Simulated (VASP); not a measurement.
# C: convergence, energy to pull the layers apart

C, P6_3/mmc (no. 194), 4 atoms in the cell. Rev-vdW-DF2; PAW potentials C (PBE set). VASP 6.6.1.

Wanted: separation energy at the given spacing within 0.2 meV/Å²; stress along the normal within 0.05 GPa.

The series start from Width added to each gap for the separated layers (Å): 8; ENCUT (eV): 520; k spacing (1/Å): 0.4; PREC: Accurate; LASPH: yes; EDIFF (eV): 1e-7; ALGO: Normal. Each series keeps the choices made before it, and each single choice may use up half of a tolerance. Times cover all steps of a run.

## Width added to each gap for the separated layers (Å)

| Width added to each gap for the separated layers (Å) | Separation energy at the given spacing (meV/Å²) | Stress along the normal (GPa) | Time (s) |
|---|---|---|---|
| 3 | 21.79 | -0.680 | 109 |
| 5 | 22.78 | -0.680 | 148 |
| 8 | 23.02 | -0.680 | 215 |
| 12 | 23.07 | -0.680 | 318 |
| 16 (reference) | 23.07 | -0.680 | 374 |

Chosen: 8, the loosest value from which every tighter one stays within half of the tolerance.

## ENCUT (eV)

| ENCUT (eV) | Separation energy at the given spacing (meV/Å²) | Stress along the normal (GPa) | Time (s) |
|---|---|---|---|
| 300 | 24.31 | -21.331 | 73 |
| 350 | 23.04 | -9.020 | 131 |
| 400 | 22.96 | -3.442 | 135 |
| 450 | 23.03 | -1.234 | 162 |
| 520 | 23.02 | -0.680 | 215 |
| 600 | 23.04 | -0.926 | 251 |
| 700 | 23.04 | -1.004 | 453 |
| 800 | 23.01 | -0.815 | 576 |
| 900 | 23.01 | -0.666 | 540 |
| 1000 | 23.01 | -0.624 | 715 |
| 1200 (reference) | 23.01 | -0.637 | 974 |

Chosen: 1000.

## k spacing (1/Å)

| k spacing (1/Å) | Separation energy at the given spacing (meV/Å²) | Stress along the normal (GPa) | Time (s) |
|---|---|---|---|
| 0.8 | 22.16 | -0.143 | 755 |
| 0.55 | 25.09 | -0.850 | 743 |
| 0.4 | 23.01 | -0.624 | 715 |
| 0.3 | 22.31 | -0.289 | 556 |
| 0.22 (reference) | 22.69 | -0.470 | 703 |

Chosen: 0.22; the next looser run is off by more than half of the tolerance, so convergence isn't shown beyond this value.

## All choices together

| Input | Separation energy at the given spacing (meV/Å²) | Stress along the normal (GPa) | Time (s) |
|---|---|---|---|
| program defaults, coarse mesh (naive) | 22.09 | -3.143 | 56 |
| chosen settings | 22.69 | -0.470 | 703 |
| reference settings throughout | 22.75 | -0.485 | 1335 |

The chosen settings stay within the tolerance of the reference run, but the reference itself isn't shown to be converged in: k spacing (1/Å), EDIFF (eV).

## The input

INCAR:
```
SYSTEM = C
AGGAC = 0.0 ; ALGO = Normal
EDIFF = 1E-7 ; ENCUT = 1000
GGA = MK ; GGA_COMPAT = .FALSE.
ISIF = 2 ; ISMEAR = 0
KPAR = 4 ; LASPH = .TRUE.
LCHARG = .FALSE. ; LREAL = .FALSE.
LUSE_VDW = .TRUE. ; LWAVE = .FALSE.
NELM = 150 ; PARAM1 = 0.1234568
PARAM2 = 0.7114 ; PREC = Accurate
SIGMA = 0.02 ; ZAB_VDW = -1.8867
```

KPOINTS.step1:
```
Automatic mesh
0
Gamma
  14 14 5
  0 0 0
```

KPOINTS.step2:
```
Automatic mesh
0
Gamma
  14 14 2
  0 0 0
```

POSCAR.step1:
```
C
1.0
    2.4610000000      0.0000000000      0.0000000000
   -1.2305000000      2.1312885187      0.0000000000
    0.0000000000      0.0000000000      6.7080000000
C
4
Direct
    0.0000000000      0.0000000000      0.2500000000
    0.0000000000      0.0000000000      0.7500000000
    0.3333333330      0.6666666670      0.2500000000
    0.6666666670      0.3333333330      0.7500000000
```

POSCAR.step2:
```
C
1.0
    2.4610000000      0.0000000000      0.0000000000
   -1.2305000000      2.1312885187      0.0000000000
    0.0000000000      0.0000000000     22.7080000000
C
4
Direct
    0.0000000000      0.0000000000      0.0738506250
    0.0000000000      0.0000000000      0.5738506250
    0.3333333330      0.6666666670      0.0738506250
    0.6666666670      0.3333333330      0.5738506250
```

Commands (each step's output is kept before the next begins):
```
cat potpaw_PBE.64/C/POTCAR > POTCAR
cp KPOINTS.step1 KPOINTS
cp POSCAR.step1 POSCAR
mpirun -np 4 vasp_std > vasp.out
rm WAVECAR CHG
cp KPOINTS.step2 KPOINTS
cp POSCAR.step2 POSCAR
mpirun -np 4 vasp_std > vasp.out
```

The chosen input took VASP 6.6.1 703 s on 4 cores (Intel Xeon Platinum 8259CL @ 2.50GHz (Skylake/Cascade Lake)), a shared host.

## An input that fails: ENCUT 150

It runs to its end, but against the unchanged starting input it is off by 11.31 meV/Å² in the separation energy at the given spacing, 110.614 GPa in the stress along the normal.

Changes against the starting input:
```
(all steps)
- ENCUT = 520
+ ENCUT = 150
```
